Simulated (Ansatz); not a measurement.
# Fe: the cost of one run

Program: Ansatz 0.2.0. Level of theory: DFT PBE, PAW, plane waves, scalar-relativistic. These are calculated values, not measurements.

This is Fe in the fcc structure; at room conditions it is bcc.

## 1. The system as given

It takes space group Fm-3m (No. 225, cubic). The conventional cell has a = 3.595 Å, b = 3.595 Å, c = 3.595 Å, α = 90.00°, β = 90.00°, γ = 90.00°. Around Fe (site symmetry m-3m) lie 12 Fe at 2.54 Å.

As a file:

```xyz
2
Lattice="3.5950 1.7975 1.7975 1.7975 3.5950 1.7975 1.7975 1.7975 3.5950" Properties=species:S:1:pos:R:3 pbc="T T T"
Fe    0.0000    0.0000    0.0000
Fe    3.5950    3.5950    3.5950
```

Atoms are counted from 1 in the order of input.yaml (Fe2 and so on).

First come: parallel moments, plain SCF; opposed moments +-, plain SCF; no spin polarisation; spin on, no moments given (the program may seed its own), plain SCF. What is tried next depends on their ends.

“Plain SCF” means no search for lower states. Ends within 0.2 meV/atom and 0.1 μB count as one state.

Site moments are integrals over atomic spheres and don't add up to the total.

## 2. Parallel moments, plain SCF

Contents of input.yaml:

```yaml
crystal:
  lattice:
    - [3.595, 1.7975, 1.7975]
    - [1.7975, 3.595, 1.7975]
    - [1.7975, 1.7975, 3.595]
  atoms:
    - { symbol: Fe, position: [0.0, 0.0, 0.0], spin: 4.0 }
    - { symbol: Fe, position: [0.5, 0.5, 0.5], spin: 4.0 }
magnetization:
  spin_polarized: true
hamiltonian:
  xc: pbe
  pseudopotentials: { kind: paw }
basis:
  ecutwfc: 420
kpoints:
  mp_grid: { grid: [11, 11, 11] }
scf:
  occupations: { method: fermi_dirac, width: 0.1 }
  lower_state_search: "off"
output:
  forces: true
  stress: true
```

Q: Estimate wall time and peak memory on 2 threads of an Arm CPU, shared host.

About 4.7 s, with a peak of 0.37 GiB.
